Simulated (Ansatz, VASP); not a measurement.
# Two plane-wave programs on SrCl2

File INCAR:

```
SYSTEM = SrCl2
PREC = Accurate
ENCUT = 520
EDIFF = 1E-6
ISMEAR = 0
SIGMA = 0.1
LREAL = .FALSE.
LASPH = .TRUE.
NELM = 60
ALGO = Fast
ISIF = 2
LWAVE = .FALSE.
LCHARG = .TRUE.
GGA = PE
IVDW = 12
LELF = .TRUE.
LVHAR = .TRUE.
NBANDS = 19
```

File KPOINTS:

```
Automatic mesh
0
G
  4 4 4
  0 0 0
```

File POSCAR:

```
SrCl2
1.0
    0.0000000000      3.4997472800      3.4997472800
    3.4997472800      0.0000000000      3.4997472800
    3.4997472800      3.4997472800      0.0000000000
Sr Cl
1 2
Direct
    0.0000000000      0.0000000000      0.0000000000
    0.7500000000      0.7500000000      0.7500000000
    0.2500000000      0.2500000000      0.2500000000
```

Input for Ansatz:

```yaml
crystal:
  lattice:
    - [0.0, 3.49974728, 3.49974728]
    - [3.49974728, 0.0, 3.49974728]
    - [3.49974728, 3.49974728, 0.0]
  atoms:
    - { symbol: Sr, position: [0.0, 0.0, 0.0] }
    - { symbol: Cl, position: [0.75, 0.75, 0.75] }
    - { symbol: Cl, position: [0.25, 0.25, 0.25] }
basis:
  ecutwfc: 420
kpoints:
  mp_grid: { grid: [4, 4, 4] }
hamiltonian:
  xc: pbe
  dispersion: d3bj
scf:
  occupations: { method: gaussian, width: 0.1 }
  lower_state_search: "off"
output:
  forces: true
  stress: true
  eigenvalues: true
```

Alike in both runs: task single point; functional PBE; dispersion D3(BJ); k mesh 4 × 4 × 4; occupations gaussian, width 0.1 eV; no spin polarisation.

|  | VASP | Ansatz |
| --- | --- | --- |
| version | VASP 6.6.1 | Ansatz 0.2.0 |
| potentials or method | VASP PAW PBE potentials, release 64 (Sr_sv, Cl) | scalar-relativistic, plane waves, PAW |
| plane-wave cutoff (eV) | 520 | 420 |
| valence electrons in the cell | 24 | 24 |

|  | VASP | Ansatz | Ansatz less VASP |
| --- | --- | --- | --- |
| gap on the k mesh at the Fermi level (eV) | 5.30 | 5.31 | +0.005 |
| least direct gap on the mesh (eV) | 5.51 | 5.51 | +0.003 |
| pressure (GPa) | -0.6 | -0.6 | -0.07 |

With one functional, cell and mesh, what is left measures potentials, basis and numerics.

A k mesh can miss the band edges. Expect the measured gap to be larger: semilocal functionals such as PBE lack the derivative discontinuity.
